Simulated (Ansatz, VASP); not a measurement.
**Two plane-wave programs on Al2Cu**

```
Al Cu
1.0
     4.17957    0.00000    0.00000
     0.00000    4.17957    0.00000
     0.00000    0.00000    2.71299
Al Cu
2 1
Direct
  0.50498 0.00000 0.50000
  0.92735 0.50000 0.50000
  0.02873 0.00000 0.00000
```

Change from the starting cell: mode 4 frozen in at -0.297 Å, strain +e along z and -e/2 along x and y -0.0467.

Alike in both runs: task single point; functional PBEsol; k mesh 10 × 10 × 14; occupations gaussian, width 0.15 eV; no spin polarisation.

```csv
,VASP,Ansatz
version,VASP 6.6.1,Ansatz 0.2.0
potentials or method,"VASP PAW PBE potentials, release 64 (Al, Cu)","scalar-relativistic, plane waves, PAW"
plane-wave cutoff (eV),520,520
valence electrons in the cell,17,25
```

VASP gave:

| Property | Result |
| --- | --- |
| gap on the k mesh at the Fermi level (eV) | none |
| pressure (GPa) | 2.1 |
| largest component of the traceless stress (GPa) | 2.61 |
| rms of the force components (eV/Å) | 0.275 |

Estimate Ansatz's values.

gap on the k mesh at the Fermi level (eV): none; pressure (GPa): 1.9; largest component of the traceless stress (GPa): 2.61; rms of the force components (eV/Å): 0.277.

Atom by atom the forces differ by 0.003 eV/Å (rms over components). A gap of «none» marks a metal or a gap that the smearing closes. With one functional, cell and mesh, what is left measures potentials, basis and numerics. The two sets of potentials don't hold the same shells in valence. Ansatz warned: «pseudo_functional_mismatch».

Caveats: the PAW data sets were made with another functional, which shifts forces and pressure a little (VASP).
